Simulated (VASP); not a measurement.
# KI in VASP: further runs, part 2 of 2

VASP 6.6.1.

## Step 4: Electric field gradients, PBEsol (equal xy, yz and zx shear strains of -2 %)

File INCAR:

```
  ALGO = Normal
  EDIFF = 1E-8
  ENCUT = 520
  GGA = PS
  ISIF = 2
  ISMEAR = -1
  LASPH = T
  LCHARG = F
  LEFG = T
  LREAL = F
  LWAVE = F
  NBANDS = 15
  NELM = 60
  PREC = Accurate
  SIGMA = 0.01
```

File KPOINTS:

```
k-points
0
Gamma
  8 8 8
```

File POSCAR:

```
KI
1.0
   -0.0704910000      3.4893045000      3.4893045000
    3.4893045000     -0.0704910000      3.4893045000
    3.4893045000      3.4893045000     -0.0704910000
K I
1 1
Direct
    0.0000000000      0.0000000000      0.0000000000
    0.5000000000      0.5000000000      0.5000000000
```

Potentials or basis: VASP PAW PBE potentials, release 64 (K_sv, I).

The run is started by

```bash
cat potpaw_PBE.64/K_sv/POTCAR potpaw_PBE.64/I/POTCAR > POTCAR
mpirun -np 1 vasp_std > vasp.out
```

OUTCAR:

```text
EDIFF = 1E-8
   ENCUT = 520
   GGA = PS
   ISIF = 2
   ISMEAR = -1
   LASPH = T
   LREAL = F
   NELM = 60
   PREC = Accurate

 ion  position               nearest neighbor table
   1  0.000  0.000  0.000-   2 3.52   2 3.52   2 3.52   2 3.52   2 3.52   2 3.52
   2  0.500  0.500  0.500-   1 3.52   1 3.52   1 3.52   1 3.52   1 3.52   1 3.52

  LATTYP: Found a trigonal (rhomboedric) cell.
 ALAT       =     4.9351252029
 COS(alpha) =     0.4797000918

  Lattice vectors:

 A1 = (  -0.0704910000,   3.4893045000,   3.4893045000)
 A2 = (   3.4893045000,  -0.0704910000,   3.4893045000)
[... 645 lines left out ...]
  free  energy   TOTEN  =        -5.8143208187 eV

  energy  without entropy=       -5.8143208187  energy(sigma->0) =       -5.81432082

 Electric field gradients (V/A^2)
---------------------------------------------------------------------
 ion       V_xx      V_yy      V_zz      V_xy      V_xz      V_yz
---------------------------------------------------------------------
   1      -0.000    -0.000    -0.000     0.673     0.673     0.673
   2       0.000    -0.000    -0.000    -4.878    -4.878    -4.878
---------------------------------------------------------------------

 Electric field gradients after diagonalization (V/A^2)
 (convention: |V_zz| > |V_xx| > |V_yy|)
----------------------------------------------------------------------
 ion       V_xx      V_yy      V_zz     asymmetry (V_yy - V_xx)/ V_zz
----------------------------------------------------------------------
   1      -0.673    -0.673     1.346       0.000
   2       4.878     4.878    -9.756       0.000
----------------------------------------------------------------------

           NMR quadrupolar parameters

 Cq : quadrupolar parameter    Cq=e*Q*V_zz/h
 eta: asymmetry parameters     (V_yy - V_xx)/ V_zz
 Q  : nuclear electric quadrupole moment in mb (millibarn)
----------------------------------------------------------------------
 ion       Cq(MHz)       eta       Q (mb)
----------------------------------------------------------------------
   1       0.003       0.000       1.000
   2      -0.024       0.000       1.000
----------------------------------------------------------------------
```

stdout:

```text
POSCAR found type information on POSCAR K I
 POSCAR found :  2 types and       2 ions
 scaLAPACK will be used
 -----------------------------------------------------------------------------
|                                                                             |
|                                                                             |
|     You enforced a specific xc type in the INCAR file but a different       |
|     I HOPE YOU KNOW WHAT YOU ARE DOING!                                     |
|                                                                             |
 -----------------------------------------------------------------------------

 LDA part: xc-table for (Slater+PW92), standard interpolation
 POSCAR, INCAR and KPOINTS ok, starting setup
 FFT: planning ... GRIDC
 FFT: planning ... GRID_SOFT
 FFT: planning ... GRID
 WAVECAR not read
 entering main loop
ion   1

ion   2
```

Wall time 1.8 min (1 thread of Intel Xeon Platinum 8259CL at 2.50GHz (Skylake/Cascade Lake), shared host); peak memory 0.28 GiB.

Results:

- Free energy: -5.8143 eV
- Pressure: -0.2 GPa
- Band gap on the k mesh: 3.77 eV, direct

Electric field gradients, principal values (V/Å²):
```
atom   least  middle  greatest (by size)
 1 K  -0.673  -0.673               1.346
 2 I   4.878   4.878              -9.756
```

Caveat: the cell differs from its parent crystal (equal xy, yz and zx shear strains of -2 %); without QUAD_EFG the Cq values of the log hold for a quadrupole moment of 1 mb, not for the nuclei; the PAW data sets were made with another functional, which shifts forces and pressure a little; spin-orbit coupling is left out, which moves the levels of the heavy elements.

## Step 5: Electric field gradients, PBEsol (equal xy, yz and zx shear strains of -1 %)

File INCAR:

```
SYSTEM = KI
ALGO = Normal ; EDIFF = 1E-8
ENCUT = 520 ; GGA = PS
ISIF = 2 ; ISMEAR = -1
LASPH = .True. ; LCHARG = .False.
LEFG = .True. ; LREAL = .False.
LWAVE = .False. ; NBANDS = 15
NELM = 100 ; PREC = Accurate
SIGMA = 0.01
```

File KPOINTS:

```
k-points
0
Gamma
  8 8 8
  0 0 0
```

File POSCAR:

```
KI
1.0
   -0.0352455000      3.5069272500      3.5069272500
    3.5069272500     -0.0352455000      3.5069272500
    3.5069272500      3.5069272500     -0.0352455000
K I
1 1
Direct
    0.0000000000      0.0000000000      0.0000000000
    0.5000000000      0.5000000000      0.5000000000
```

Potentials or basis: VASP PAW PBE potentials, release 64 (K_sv, I).

The run is started by

```bash
cat potpaw_PBE.64/K_sv/POTCAR potpaw_PBE.64/I/POTCAR > POTCAR
mpirun -np 1 vasp_std > vasp.out
```

OUTCAR:

```text
SYSTEM = KI
   EDIFF = 1E-8
   ENCUT = 520
   GGA = PS
   ISIF = 2
   ISMEAR = -1
   LASPH = .True.
   LREAL = .False.
   NELM = 100
   PREC = Accurate

 ion  position               nearest neighbor table
   1  0.000  0.000  0.000-   2 3.52   2 3.52   2 3.52   2 3.52   2 3.52   2 3.52
   2  0.500  0.500  0.500-   1 3.52   1 3.52   1 3.52   1 3.52   1 3.52   1 3.52

  LATTYP: Found a trigonal (rhomboedric) cell.
 ALAT       =     4.9596693155
 COS(alpha) =     0.4899250057

  Lattice vectors:

 A1 = (  -0.0352455000,   3.5069272500,   3.5069272500)
[... 646 lines left out ...]
  free  energy   TOTEN  =        -5.8151293854 eV

  energy  without entropy=       -5.8151293854  energy(sigma->0) =       -5.81512939

 Electric field gradients (V/A^2)
---------------------------------------------------------------------
 ion       V_xx      V_yy      V_zz      V_xy      V_xz      V_yz
---------------------------------------------------------------------
   1      -0.000     0.000     0.000     0.339     0.339     0.339
   2       0.000    -0.000     0.000    -2.485    -2.485    -2.485
---------------------------------------------------------------------

 Electric field gradients after diagonalization (V/A^2)
 (convention: |V_zz| > |V_xx| > |V_yy|)
----------------------------------------------------------------------
 ion       V_xx      V_yy      V_zz     asymmetry (V_yy - V_xx)/ V_zz
----------------------------------------------------------------------
   1      -0.339    -0.339     0.678       0.000
   2       2.485     2.485    -4.969       0.000
----------------------------------------------------------------------

           NMR quadrupolar parameters

 Cq : quadrupolar parameter    Cq=e*Q*V_zz/h
 eta: asymmetry parameters     (V_yy - V_xx)/ V_zz
 Q  : nuclear electric quadrupole moment in mb (millibarn)
----------------------------------------------------------------------
 ion       Cq(MHz)       eta       Q (mb)
----------------------------------------------------------------------
   1       0.002       0.000       1.000
   2      -0.012       0.000       1.000
----------------------------------------------------------------------
```

OSZICAR:

```text
N       E                     dE             d eps       ncg     rms          rms(c)
DAV:   1     0.887699281614E+02    0.88770E+02   -0.64486E+03  1950   0.907E+02
DAV:   2    -0.224914298569E+00   -0.88995E+02   -0.82500E+02  2497   0.210E+02
DAV:   3    -0.562844102931E+01   -0.54035E+01   -0.53754E+01  2704   0.453E+01
DAV:   4    -0.589768416121E+01   -0.26924E+00   -0.26915E+00  3201   0.873E+00
DAV:   5    -0.589963687624E+01   -0.19527E-02   -0.19526E-02  2734   0.768E-01    0.297E+00
DAV:   6    -0.581779267809E+01    0.81844E-01   -0.85990E-02  2531   0.196E+00    0.212E+00
DAV:   7    -0.581089637997E+01    0.68963E-02   -0.10271E-01  2664   0.174E+00    0.854E-01
DAV:   8    -0.581504921341E+01   -0.41528E-02   -0.13157E-02  2174   0.849E-01    0.253E-01
DAV:   9    -0.581485017872E+01    0.19903E-03   -0.55294E-04  2776   0.151E-01    0.874E-02
DAV:  10    -0.581512360908E+01   -0.27343E-03   -0.34350E-04  2237   0.999E-02    0.562E-02
DAV:  11    -0.581512717281E+01   -0.35637E-05   -0.29368E-05  2965   0.287E-02    0.118E-02
DAV:  12    -0.581512798141E+01   -0.80860E-06   -0.19175E-06  2469   0.105E-02    0.976E-03
DAV:  13    -0.581512930278E+01   -0.13214E-05   -0.13110E-06  2412   0.690E-03    0.251E-03
DAV:  14    -0.581512940175E+01   -0.98971E-07   -0.11077E-07  2658   0.179E-03    0.851E-04
DAV:  15    -0.581512936194E+01    0.39817E-07   -0.14176E-08  2459   0.711E-04    0.432E-04
DAV:  16    -0.581512937887E+01   -0.16929E-07   -0.58066E-10  1857   0.152E-04    0.144E-04
DAV:  17    -0.581512938537E+01   -0.65029E-08   -0.18573E-10  1675   0.103E-04
   1 F= -.58151294E+01 E0= -.58151294E+01  d E =-.656615E-16
```

It took 2 min on 1 thread of Intel Xeon Platinum 8259CL at 2.50GHz (Skylake/Cascade Lake), shared host; peak memory 0.28 GiB.

Results:

| Property | Result |
| --- | --- |
| Free energy | -5.8151 eV |
| Pressure | -0.2 GPa |
| Band gap on the k mesh | 3.80 eV, direct |

Electric field gradients, principal values (V/Å²):
```
atom   least  middle  greatest (by size)
 1 K  -0.339  -0.339               0.678
 2 I   2.485   2.485              -4.969
```

Caveat: the cell differs from its parent crystal (equal xy, yz and zx shear strains of -1 %); without QUAD_EFG the Cq values of the log hold for a quadrupole moment of 1 mb, not for the nuclei; the PAW data sets were made with another functional, which shifts forces and pressure a little; spin-orbit coupling is left out, which moves the levels of the heavy elements. A k mesh can miss the band edges.

## Step 6: Summary

```tsv
cell	gap on the mesh (eV)	pressure (GPa)
a = 4.984 Å, angles 60.0°, 2 atoms	3.83	-0.2
a = 5.035, b = 5.035, c = 4.984 Å, angles 60.3, 60.3, 59.3°, 2 atoms	3.79	-0.4
a = 4.935 Å, angles 61.3°, 2 atoms	3.77	-0.2
a = 4.960 Å, angles 60.7°, 2 atoms	3.80	-0.2
```

Alike in all rows: task electric field gradients; level PBEsol; potentials or basis VASP PAW PBE potentials, release 64 (K_sv, I); no spin polarisation; k mesh 8 × 8 × 8; cutoff (eV) 520; smearing fermi-dirac 0.01 eV.

Caveats: the PAW data sets were made with another functional, which shifts forces and pressure a little; spin-orbit coupling is left out, which moves the levels of the heavy elements.

Absolute energies hang on the potentials; compare differences alone.

## Step 7: Against experiment

Step 2. Measured gap of KI: 6.32 eV (a printed reference work, monograph). This calculation gives 3.83 eV (-2.49 eV). Spin-orbit coupling on I is left out. The value is that of PBEsol on a finite k mesh, which can miss the band edges, without temperature or zero-point motion. Semilocal functionals fall short of measured gaps as a rule.
